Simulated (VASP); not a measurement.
# Si2N in VASP: density of states with PBE

Aim: the density of states of Si2N with PBE.

Program: VASP 6.6.1. These are calculated values, not measurements. Logs are shortened: lines on timing, memory, paths and dates and some standing lists are left out, and cuts for length are marked.

**1. Starting point**

The cell holds a sheet with vacuum, 3 atoms: a = 3.897 Å, b = 3.897 Å, c = 24.207 Å, α = 90.00°, β = 90.00°, γ = 120.00°.

The cell was built by a generator and needn't be a form met in nature.

**2. Density of states, PBE**

Contents of POSCAR:

```
Si2N
1.0
    3.8971849341     -0.0000002600      0.0000000000
   -1.9485922419      3.3750612862      0.0000000000
    0.0000000000      0.0000000000     24.2066194000
Si N
2 1
Direct
    0.3333333333      0.6666666667      0.3192315170
    0.6666666667      0.3333333333      0.3192315170
    0.0000000000      0.0000000000      0.2952342525
```

Contents of INCAR.step1:

```
PREC     = Accurate       # precision mode
ENCUT    = 520            # plane-wave cutoff, eV
EDIFF    = 1E-6           # SCF threshold, eV
ISMEAR   = 0              # smearing method
SIGMA    = 0.1            # smearing width, eV
LREAL    = F              # projectors in reciprocal space
LASPH    = T              # aspherical terms in the spheres
NELM     = 100            # most SCF steps
ALGO     = Fast           # electronic algorithm
ISIF     = 2              # what is computed and relaxed
LWAVE    = F              # write WAVECAR
LCHARG   = T              # write CHGCAR
LDIPOL   = T            
IDIPOL   = 3            
DIPOL    = 0.5 0.5 0.311
GGA      = PE             # functional
NBANDS   = 14             # bands
```

Contents of KPOINTS.step1:

```
regular mesh
0
Gamma
  12 12 1
```

Contents of INCAR.step2:

```
PREC     = Accurate       # precision mode
ENCUT    = 520            # plane-wave cutoff, eV
EDIFF    = 1E-6           # SCF threshold, eV
ISMEAR   = -5             # smearing method
SIGMA    = 0.1            # smearing width, eV
LREAL    = F              # projectors in reciprocal space
LASPH    = T              # aspherical terms in the spheres
NELM     = 100            # most SCF steps
ALGO     = Fast           # electronic algorithm
ISIF     = 2              # what is computed and relaxed
LWAVE    = F              # write WAVECAR
LCHARG   = F              # write CHGCAR
LDIPOL   = T            
IDIPOL   = 3            
DIPOL    = 0.5 0.5 0.311
GGA      = PE             # functional
LORBIT   = 10             # projections on sites
NBANDS   = 14             # bands
NEDOS    = 1001           # points of the DOS
ICHARG   = 11             # starting density
```

Contents of KPOINTS.step2:

```
regular mesh
0
Gamma
  18 18 1
```

Potentials or basis: VASP PAW PBE potentials, release 64 (Si, N).

The run is started by

```console
$ cat potpaw_PBE.64/Si/POTCAR potpaw_PBE.64/N/POTCAR > POTCAR
$ cp INCAR.step1 INCAR
$ cp KPOINTS.step1 KPOINTS
$ mpirun -np 1 vasp_std > vasp.out
$ cp INCAR.step2 INCAR
$ cp KPOINTS.step2 KPOINTS
$ mpirun -np 1 vasp_std > vasp.out
```

OUTCAR:

```text
PREC = Accurate
   ENCUT = 520
   EDIFF = 1E-6
   ISMEAR = -5
   LREAL = F
   LASPH = T
   NELM = 100
   ISIF = 2
   GGA = PE
   LORBIT = 10
   ICHARG = 11

 ion  position               nearest neighbor table
   1  0.333  0.667  0.319-   2 2.25   2 2.25   2 2.25   3 2.32   3 2.32   3 2.32
   2  0.667  0.333  0.319-   1 2.25   1 2.25   1 2.25   3 2.32   3 2.32   3 2.32
   3  0.000  0.000  0.295-   1 2.32   2 2.32   2 2.32   1 2.32   2 2.32   1 2.32

  LATTYP: Found a hexagonal cell.
 ALAT       =     3.8971849341
 C/A-ratio  =     6.2113088830

  Lattice vectors:

 A1 = (   3.8971849341,  -0.0000002600,   0.0000000000)
 A2 = (  -1.9485922419,   3.3750612862,   0.0000000000)
 A3 = (   0.0000000000,   0.0000000000,  24.2066194000)

Analysis of symmetry for initial positions (statically):
=====================================================================
 Subroutine PRICEL returns:
 Original cell was already a primitive cell.

 Routine SETGRP: Setting up the symmetry group for a
 hexagonal supercell.

 Subroutine GETGRP returns: Found 12 space group operations
 (whereof 12 operations were pure point group operations)
 out of a pool of 24 trial point group operations.

The static configuration has the point symmetry C_6v.

Analysis of symmetry for dynamics (positions and initial velocities):
=====================================================================
 Subroutine PRICEL returns:
 Original cell was already a primitive cell.

 Routine SETGRP: Setting up the symmetry group for a
 hexagonal supercell.

 Subroutine GETGRP returns: Found 12 space group operations
 (whereof 12 operations were pure point group operations)
 out of a pool of 24 trial point group operations.

The dynamic configuration has the point symmetry C_6v.

 Subroutine INISYM returns: Found 12 space group operations
 (whereof 12 operations are pure point group operations),
 and found     1 'primitive' translations

----------------------------------------------------------------------------------------

                                     Primitive cell

  volume of cell :     318.3954

  direct lattice vectors                    reciprocal lattice vectors
     3.897184934 -0.000000260  0.000000000     0.256595480  0.148145447  0.000000000
    -1.948592242  3.375061286  0.000000000     0.000000020  0.296290927  0.000000000
     0.000000000  0.000000000 24.206619400     0.000000000  0.000000000  0.041311014

  length of vectors
     3.897184934  3.897184934 24.206619400     0.296290927  0.296290927  0.041311014

  position of ions in fractional coordinates (direct lattice)
     0.333333333  0.666666667  0.319231517
     0.666666667  0.333333333  0.319231517
     0.000000000  0.000000000  0.295234253

  ion indices of the primitive-cell ions
   primitive index   ion index
                 1           1
                 2           2
                 3           3

----------------------------------------------------------------------------------------

 KPOINTS: regular mesh

Automatic generation of k-mesh.
 Grid dimensions read from file:
 generate k-points for:   18   18    1

 Generating k-lattice:

  Cartesian coordinates                     Fractional coordinates (reciprocal lattice)
     0.014255304  0.008230303  0.000000000     0.055555556  0.000000000  0.000000000
     0.000000001  0.016460607  0.000000000     0.000000000  0.055555556  0.000000000
     0.000000000  0.000000000  0.041311014     0.000000000  0.000000000  1.000000000

  Length of vectors
     0.016460607  0.016460607  0.041311014

  Shift w.r.t. Gamma in fractional coordinates (k-lattice)
     0.000000000  0.000000000  0.000000000

 TETIRR: Found    169 inequivalent tetrahedra from     1944

 Subroutine IBZKPT returns following result:
 ===========================================

 Found     37 irreducible k-points:

 Following reciprocal coordinates:
            Coordinates               Weight
  0.000000  0.000000  0.000000      1.000000
  0.055556  0.000000  0.000000      6.000000
  0.111111  0.000000  0.000000      6.000000
  0.166667  0.000000  0.000000      6.000000
  0.222222  0.000000  0.000000      6.000000
  0.277778 -0.000000  0.000000      6.000000
[... 16 lines left out ...]
  0.333333  0.111111  0.000000     12.000000
  0.388889  0.111111  0.000000     12.000000
 [... further k-points ...]
   k-points           NKPTS =     37   k-points in BZ     NKDIM =     37   number of bands    NBANDS=     14
   number of dos      NEDOS =   1001   number of ions     NIONS =      3
   total plane-waves  NPLWV = 162000
   dimension x,y,z NGX =    30 NGY =   30 NGZ =  180
   dimension x,y,z NGXF=    60 NGYF=   60 NGZF=  360
   ions per type =               2   1
   NGX,Y,Z   is equivalent  to a cutoff of  12.80, 12.80, 12.36 a.u.
   NGXF,Y,Z  is equivalent  to a cutoff of  25.59, 25.59, 24.72 a.u.
 SYSTEM =  unknown system
   PREC   = accura    normal or accurate (medium, high low for compatibility)
   ISTART =      0    job   : 0-new  1-cont  2-samecut
   ICHARG =     11    charge: 1-file 2-atom 10-const
   ISPIN  =      1    spin polarized calculation?
   LNONCOLLINEAR =      F non collinear calculations
   LSORBIT =      F    spin-orbit coupling
   LASPH  =      T    aspherical Exc in radial PAW
   ENCUT  =  520.0 eV  38.22 Ry    6.18 a.u.   7.25  7.25 45.01*2*pi/ulx,y,z
   NELM   =    100;   NELMIN=  2; NELMDL=  0     # of ELM steps
   EDIFF  = 0.1E-05   stopping-criterion for ELM
   LREAL  =      F    real-space projection
   EDIFFG = 0.1E-04   stopping-criterion for IOM
   NSW    =      0    number of steps for IOM
   IBRION =     -1    ionic relax: 0-MD 1-quasi-New 2-CG
   NFREE  =      0    steps in history (QN), initial steepest desc. (CG)
   ISIF   =      2    stress and relaxation
   ISYM   =      2    0-nonsym 1-usesym 2-fastsym
   POTIM  = 0.5000    time-step for ionic-motion
   TEBEG  =    0.0;   TEEND  =   0.0 temperature during run
   PSTRESS=    0.0 pullay stress
   NELECT =      13.0000    total number of electrons
   NUPDOWN=      -1.0000    fix difference up-down
   EMIN   =  10.00;   EMAX   =-10.00  energy-range for DOS
   EFERMI =   0.00;   METHOD = LEGACY
   ISMEAR =    -5;   SIGMA  =   0.10  broadening in eV -4-tet -1-fermi 0-gaus
   EFERMI_NEDOS =   21; number of points for ismear=-14 and -15
   IALGO  =     68    algorithm
   IMIX   =      4    mixing-type and parameters
     AMIX     =   0.40;   BMIX     =  1.00
     AMIX_MAG =   1.60;   BMIX_MAG =  1.00
  volume/ion in A,a.u.               =     106.13       716.21
  Fermi-wavevector in a.u.,A,eV,Ry     =   0.563725  1.065285  4.323734  0.317785
  Thomas-Fermi vector in A             =   1.600986
   LORBIT       =     10    0 simple, 1 ext, 2 COOP (PROOUT), +10 PAW based schemes
   GGA     = PE    functional components
   LHFCALC =     F    Hartree Fock is set to
   AEXX    =    0.0000 exact exchange contribution
   IVDW    =     0    specifies the selected vdW correction
   LEPSILON=     F    determine dielectric tensor
   LRPA    =     F    only Hartree local field effects (RPA)
 non-spin polarized calculation
 RMM-DIIS sequential band-by-band and
 Fermi weights with tetrahedron method with Bloechl corrections
  energy-cutoff  :      520.00
  volume of cell :      318.40
 maximum number of plane-waves:      8617
 NGX is ok and might be reduce to    30

 number of electron      13.0000001 magnetization

 dipolmoment           0.000000      0.000000     -0.052796 electrons x Angstroem

 Free energy of the ion-electron system (eV)
  ---------------------------------------------------
  ext. energy  EPLUGINS =         0.00000000
  ---------------------------------------------------
  free energy    TOTEN  =       -14.64094337 eV

  energy without entropy =      -14.64094337  energy(sigma->0) =      -14.64094337

 E-fermi :  -3.5725     XC(G=0):  -1.9210

 val. band max:       -3.5735005852   @ k =   0.2222   0.0556   0.0000
 cond. band min:      -3.5547804386   @ k =   0.2778   0.1111   0.0000
 fundamental gap:      0.0187201466
 Fermi energy:        -3.5725127933

 k-point     1 :       0.0000    0.0000    0.0000
  band No.  band energies     occupation
      1     -18.7030      2.00000
      2     -11.0991      2.00000
      3      -7.1890      2.00000
      4      -7.1890      2.00000
      5      -6.5316      2.00000
      6      -5.2937      2.00000
      7      -5.2937      2.00000
      8      -3.1528      0.00000
      9      -1.9918      0.00000
     10       0.6408      0.00000
     11       1.3314      0.00000
     12       1.5845      0.00000
     13       2.3588      0.00000
     14       2.5120      0.00000

 k-point     2 :       0.0556    0.0000    0.0000
  band No.  band energies     occupation
      1     -18.6768      2.00000
      2     -11.1554      2.00000
      3      -7.4277      2.00000
      4      -7.3148      2.00000
      5      -6.3344      2.00000
      6      -5.3321      2.00000
      7      -5.1220      2.00000
      8      -3.1581      0.00000
      9      -1.7302      0.00000
     10       0.6588      0.00000
[... 362 lines left out ...]
 k-point    24 :       0.3889    0.1111    0.0000
  band No.  band energies     occupation
      1     -17.5230      2.00000
      2     -13.3376      2.00000
      3     -10.4296      2.00000
      4      -7.7188      2.00000
      5      -5.5152      2.00000
      6      -4.8156      2.00000
      7      -2.6838      0.00000
      8      -1.2850      0.00000
      9      -0.9538      0.00000
     10       2.2442      0.00000
     11       2.4555      0.00000
     12       3.2349      0.00000
     13       3.9384      0.00000
     14       4.2722      0.00000

 [... further k-points ...]

------------------------ aborting loop because EDIFF is reached ----------------------------------------

 vacuum level on the upper side and lower side of the slab       (xc-potential included)        -0.442         0.289

  FORCE on cell =-STRESS in cart. coord.  units (eV):
  Direction    XX          YY          ZZ          XY          YZ          ZX
  --------------------------------------------------------------------------------------
  -------------------------------------------------------------------------------------
  Total       -0.0500854     -0.0500854      0.1084329      0.0000000      0.0000000     -0.0000000
  in kB       -0.2520317     -0.2520317      0.5456382      0.0000000      0.0000000     -0.0000000
  external PRESSURE =       0.0138582 kB  Pullay stress =       0.0000000 kB

 VOLUME and BASIS-vectors are now :
 -----------------------------------------------------------------------------
  energy-cutoff  :      520.00
  volume of cell :      318.40
      direct lattice vectors                 reciprocal lattice vectors
     3.897184934 -0.000000260  0.000000000     0.256595480  0.148145447  0.000000000
    -1.948592242  3.375061286  0.000000000     0.000000020  0.296290927  0.000000000
     0.000000000  0.000000000 24.206619400     0.000000000  0.000000000  0.041311014

 POSITION                                       TOTAL-FORCE (eV/Angst)
 -----------------------------------------------------------------------------------
      0.00000      2.25004      7.72752         0.000000     -0.000000      0.011126
      1.94859      1.12502      7.72752        -0.000000      0.000000      0.011126
      0.00000      0.00000      7.14662         0.000000     -0.000000     -0.022251
 -----------------------------------------------------------------------------------
    total drift:                               -0.000000     -0.000000      0.000607

  FREE ENERGIE OF THE ION-ELECTRON SYSTEM (eV)
  ---------------------------------------------------
  free  energy   TOTEN  =       -14.6409433749 eV

  energy  without entropy=      -14.6409433749  energy(sigma->0) =      -14.64094337

 vacuum level on the upper side and lower side of the slab         1.114         1.862

 total charge

# of ion       s       p       d       tot
------------------------------------------
    1        0.822   0.791   0.000   1.613
    2        0.822   0.791   0.000   1.613
    3        1.337   2.125   0.000   3.462
--------------------------------------------------
tot          2.982   3.707   0.000   6.689
```

It took 4 min on 1 thread of Intel Xeon 6975P-C (Granite Rapids), shared host; peak memory 0.46 GiB.

What came out:

```yaml
Valence_electrons_inside_the_program's_atomic_spheres: Si 1.61; N 3.46
```

Levels at points of the mesh, in eV from the Fermi level:
```tsv
k point	band 3	band 4	band 5	band 6	band 7	band 8	band 9	band 10	band 11	band 12
(0.00, 0.00, 0.00)	-3.62	-3.62	-2.96	-1.72	-1.72	0.42	1.58	4.21	4.90	5.16
(0.50, 0.00, 0.00)	-5.63	-5.40	-1.84	-1.68	1.80	2.13	2.80	5.26	6.35	6.95
```

States per cell in windows of 1 eV (zero at the Fermi level; states under -8 eV left out):
| from (eV) | total | N3_p | Si1_p | Si2_p | Si1_s | Si2_s | N3_s |
| --- | --- | --- | --- | --- | --- | --- | --- |
| -8.0 | 0.58 | 0.05 | 0.03 | 0.03 | 0.08 | 0.08 | 0.05 |
| -7.0 | 0.54 | 0.06 | 0.04 | 0.04 | 0.06 | 0.06 | 0.01 |
| -6.0 | 0.72 | 0.10 | 0.07 | 0.07 | 0.06 | 0.06 | 0.02 |
| -5.0 | 1.45 | 0.32 | 0.15 | 0.15 | 0.03 | 0.03 | 0.03 |
| -4.0 | 0.66 | 0.15 | 0.06 | 0.06 | 0.01 | 0.01 | 0.03 |
| -3.0 | 1.20 | 0.21 | 0.10 | 0.10 | 0.05 | 0.05 | 0.02 |
| -2.0 | 1.99 | 0.50 | 0.14 | 0.14 | 0.08 | 0.08 | 0.01 |
| -1.0 | 1.81 | 0.57 | 0.13 | 0.13 | 0.03 | 0.03 | 0.02 |
| 0.0 | 1.10 | 0.25 | 0.12 | 0.12 | 0.01 | 0.01 | 0.02 |
| 1.0 | 1.01 | 0.23 | 0.10 | 0.10 | 0.02 | 0.02 | 0.01 |
| 2.0 | 2.24 | 0.53 | 0.21 | 0.21 | 0.07 | 0.07 | 0.01 |
| 3.0 | 0.51 | 0.01 | 0.06 | 0.06 | 0.03 | 0.03 | 0.00 |
| 4.0 | 1.18 | 0.03 | 0.06 | 0.06 | 0.03 | 0.03 | 0.00 |
| 5.0 | 2.75 | 0.09 | 0.14 | 0.14 | 0.06 | 0.06 | 0.03 |
| 6.0 | 4.08 | 0.16 | 0.18 | 0.18 | 0.03 | 0.03 | 0.02 |
| 7.0 | 1.66 | 0.03 | 0.05 | 0.05 | 0.00 | 0.00 | 0.00 |

Caveat: tetrahedron occupations give inexact forces and stress in metals.
